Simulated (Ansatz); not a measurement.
## Ca: input and output

The input, for Ansatz 0.2.0 (plane waves, PAW):

```yaml
crystal:
  lattice:
    - [1.708162, 2.958621, 0.0]
    - [-1.708162, 2.958621, 0.0]
    - [0.0, 0.0, 5.578437]
  atoms:
    - { symbol: Ca, position: [0.33333, 0.33334, 0.25] }
    - { symbol: Ca, position: [0.66666, 0.66667, 0.75] }
  symmetry: { tolerance: 0.0003 }
kpoints:
  mp_grid: { grid: [9, 9, 5], shift: [0, 0, 0] }
  band_path:
    path:
      - [0.0, 0.0, 0.0]
      - [0.5, 0.0, 0.0]
      - [0.66666667, 0.33333333, 0.0]
      - [0.0, 0.0, 0.0]
      - [0.0, 0.0, 0.5]
      - [0.5, 0.0, 0.5]
      - [0.66666667, 0.33333333, 0.5]
      - [0.0, 0.0, 0.5]
      - [0.5, 0.0, 0.5]
      - [0.5, 0.0, 0.0]
      - [0.66666667, 0.33333333, 0.5]
    npoints: 6
magnetization:
  spin_polarized: false
scf:
  occupations: { method: tetrahedron }
  lower_state_search: "off"
  max_iter: 200
hamiltonian:
  pseudopotentials: { kind: paw }
  xc: revpbe
basis:
  ecutwfc: 420
  fft_grid_basis: typed
output:
  forces: true
  stress: true
  eigenvalues: true
  bader: true
  populations: true
  elf: true
  write_potential: true
  volumetric_format: npy
  dos:
    e_range: [-12, 8]
    de: 0.05
    projected: { site_lists: { Ca: [Ca] } }
checkpoint:
  read: saved_state
```

The run starts from an earlier solution of this cell. 

Excerpt of what it printed:

```
SCF iter   1: F=—  Δρ=6.97e-4  dr2=2.19e-4
SCF iter   2: F=—  Δρ=4.06e-4  dr2=7.95e-5
SCF iter   3: F=—  Δρ=6.76e-5  dr2=3.22e-6
SCF iter   4: F=—  Δρ=1.90e-5  dr2=1.49e-7
SCF iter   5: F=-3638.8814 eV  Δρ=4.05e-6  dr2=1.37e-8
Free energy (F): -3638.8814 eV
Harris-Foulkes:  -3638.8814 eV  (|F-HF|=1.38e-10)
Internal energy: -3638.8802 eV  (E = F + TS)
E sigma→0 (E₀):  -3638.8814 eV
Entropy (-TS):   -0.0013 eV (-0.628 meV/atom)
Fermi energy:    8.4054 eV
--- Per-component energies (eV) ---
  E_band       = -268.4952
  E_kinetic    = 561.9279
  E_local      = -1440.8568  (includes V_loc(G=0)·N_el)
  E_nonlocal   = 127.4222
  E_hartree    = 478.0453
  E_xc         = -276.5095
  E_vxc        = -344.2911  (∫ρ·V_xc dr)
  E_paw        = -1722.3736  (= ΣΔE_a)
  E_vpaw       = -128.7865  (= ΣTr[D̂ρ^β])
  E_aug_tail   =  0.0000  (compensation charges beyond the density's cutoff)
  E_ewald      = -1366.4609
  E_core_change = -0.0748  (= ΣΔE_core)
  E_smearing   = -0.0013  (= −TS)
--- Stress (GPa, compression-positive) ---
       13.9168       0.0000       0.0000
        0.0000      13.9168       0.0000
        0.0000       0.0000      15.5365
  P = ⅓ Tr σ = 14.4567 GPa (144.567 kbar)
```

Origin: a known structure type with other elements, at an estimated volume, so it need not be a known compound. Caveats: empty levels are not fully converged; forces and stress under tetrahedra may miss the slope of the energy; forces of this functional can be a tenth off on these datasets.
